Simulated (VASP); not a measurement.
SnS, 8 atoms in the cell. Symmetry: Pnma, No. 62, orthorhombic system. Conventional cell: a = 11.102 Å, b = 3.986 Å, c = 4.230 Å, α = 90.00°, β = 90.00°, γ = 90.00°. Around Sn (site symmetry m) lie 3 S at 2.63 to 2.68 Å. S (site symmetry m) has 3 Sn at 2.63 to 2.68 Å as nearest neighbours. 

* Program: VASP 6.6.1
* Task: dielectric tensor
* Functional: PBE
* Potentials or basis: VASP PAW PBE potentials, release 64 (Sn_d, S)
* Cutoff: 520 eV
* k mesh: 4 × 10 × 8
* Occupations: gaussian, width 0.03 eV
* Spin: no spin polarisation
* Monkhorst-Pack mesh: yes
* Further INCAR settings: ALGO = Fast; EDIFF = 1e-08

Potentials or basis: VASP PAW PBE potentials, release 64 (Sn_d, S).

The run is started by

```sh
$ cat potpaw_PBE.64/Sn_d/POTCAR potpaw_PBE.64/S/POTCAR > POTCAR
$ mpirun -np 2 vasp_std > vasp.out
```

Hardware: 2 MPI ranks on AMD EPYC 9R45 96-Core Processor (Zen 5), on a shared host.

Estimate the wall time of this run.

Wall time 26 min on 2 MPI ranks on AMD EPYC 9R45 96-Core Processor (Zen 5), with other jobs on the host, peak memory 0.98 GiB a rank. Counts: scf iterations 170, k points 40.
